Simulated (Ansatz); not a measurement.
## The polar optical mode of BP at 4 GPa, worked through

Method: DFT PBE, scalar-relativistic, plane waves, PAW (Ansatz). Cutoff 420 eV, 10×10×10 k-points (Γ-centred), fixed occupations. No spin polarisation. Phonons by linear response, acoustic sum rule imposed.

The cell, relaxed at 4 GPa:
```cif
data_structure
_symmetry_space_group_name_H-M 'F-43m'
_symmetry_Int_Tables_number 216
_cell_length_a 4.5128
_cell_length_b 4.5128
_cell_length_c 4.5128
_cell_angle_alpha 90.000
_cell_angle_beta 90.000
_cell_angle_gamma 90.000
_cell_volume 91.90
loop_
_atom_site_label
_atom_site_type_symbol
_atom_site_symmetry_multiplicity
_atom_site_Wyckoff_symbol
_atom_site_fract_x
_atom_site_fract_y
_atom_site_fract_z
_atom_site_occupancy
B1 B 4 a 0.00000 0.00000 0.00000 1
P1 P 4 c 0.25000 0.25000 0.25000 1
```

Linear response gives ν_TO = 818.7 cm⁻¹, Born charges ±0.569 e (positive on P) and ε∞ = 9.147. The primitive cell holds 22.976 Å³, and the masses are 10.810 and 30.974 amu.

Question: Find ν_LO and the static dielectric constant.

Answer: The long-wave field adds a restoring force: ω_LO² − ω_TO² = Z*²e²/(ε_vac ε∞ μV). In these units ν_LO² − ν_TO² = 4.92064×10⁷ Z*²/(μ V ε∞) cm⁻², with μ = m₁m₂/(m₁ + m₂) = 8.013 amu: 9453 cm⁻². So ν_LO = √(818.7² + 9453) = 824.5 cm⁻¹, and the run gives 824.5. Lyddane–Sachs–Teller then gives ε0 = ε∞ (ν_LO/ν_TO)² = 9.28, against 9.28 in the run (it forms both from the same three quantities, so the match checks the arithmetic only). Between ν_TO and ν_LO the dielectric function is negative and an undamped crystal reflects fully: a reststrahlen band from 12.1 to 12.2 μm.

Question: What do the Clausius–Mossotti polarisability and the Szigeti charge come to?

Answer: With the Lorentz local field, α = (3V/4π)(ε∞ − 1)/(ε∞ + 2) = 4.01 Å³ for the pair, and e_S = 3Z*/(ε∞ + 2) = 0.15 e. The Born charge includes the electrons' response to the dipole's own local field, and e_S takes that enhancement out. The Lorentz field assumes point-like polarisable ions, a poor picture once ε∞ is this large, since the electron clouds then overlap or are shared, so both numbers are formal here.

Question: How strongly does a slow electron couple to the LO mode?

Answer: For one isotropic parabolic band, Fröhlich's constant is α_F = (1/ε∞ − 1/ε0) √(m* Ry/ħω_LO), with Ry = 13.606 eV, ħω_LO = 102.2 meV and m* in free-electron masses: α_F = 0.0015 × 11.54 × √m* = 0.02 √m*. The band mass isn't part of this run; for m* = 0.1, 0.3 and 1 it gives 0.01, 0.01, 0.02. In weak coupling the polaron lies α_F ħω_LO below the band edge (1 meV at m* = 0.3) with a mass m*(1 + α_F/6); past α_F of about 5 or 6 that expansion fails. A semilocal functional's ε∞ tends to be too large, which taken alone lowers α_F.

Cost: 1 run of about 0.37 core-minutes, on Intel Xeon Platinum 8375C (Ice Lake) (shared hosts).

BP is only weakly polar in its lattice response: the LO mode at 824.5 cm⁻¹ lies barely above the TO mode at 818.7 cm⁻¹, and the lattice adds almost nothing to the static screening. The bonds are nearly covalent, so a displacement of the sublattices creates little dipole, and the easily polarised valence electrons screen the resulting field further. The high frequency itself comes from stiff short-range bonding and the light boron atom, not from the long-range field.

The positive Born charge on P reverses the usual III–V order. Boron has no p core shell, so its 2p orbitals are compact and compete well for the bonding charge; this probably explains the sign. A Born charge measures charge flow under displacement, however, and isn't a static ionic charge. Nor does the LO–TO splitting test the sign, since the charge enters squared.

The small Fröhlich constant supports weak polar coupling only; carrier scattering through deformation potentials, by acoustic or optical phonons, could still be substantial.
